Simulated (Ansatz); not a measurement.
The system is Os.

```
Os
1.0
     2.73410    0.00000    0.00000
    -1.36705    2.36780    0.00000
     0.00000    0.00000    4.31970
Os
2
Direct
  0.66667 0.33333 0.75000
  0.33333 0.66667 0.25000
```

Base run:

* Program: Ansatz 0.2.0
* Functional: PBE
* Potentials or basis: Ansatz PAW
* Cutoff: 500 eV
* Density cutoff: 2000 eV
* k mesh: 11 × 11 × 6
* Occupations: fermi-dirac, width 0.05 eV
* Spin: no spin polarisation

Its results: band gap on the k mesh none (metal or under the smearing width); pressure 8.8 GPa.

Q: The run is repeated on the same cell with these changes: functional from PBE to LDA; cutoff from 500 eV to 420 eV (not typed: the program's choice for these potentials); spin from no spin polarisation to spin-orbit coupling, no magnetisation; potential files from those of the base run to others of the same set. What comes out?

A: Band gap on the k mesh none (metal or under the smearing width); pressure -8.3 GPa.

Several settings changed at once, so the effect can't be laid on one alone.

Caveats: the PAW data sets come from PBE, with cores solved anew for the run's functional, which leaves a small shift of forces and pressure (some runs).
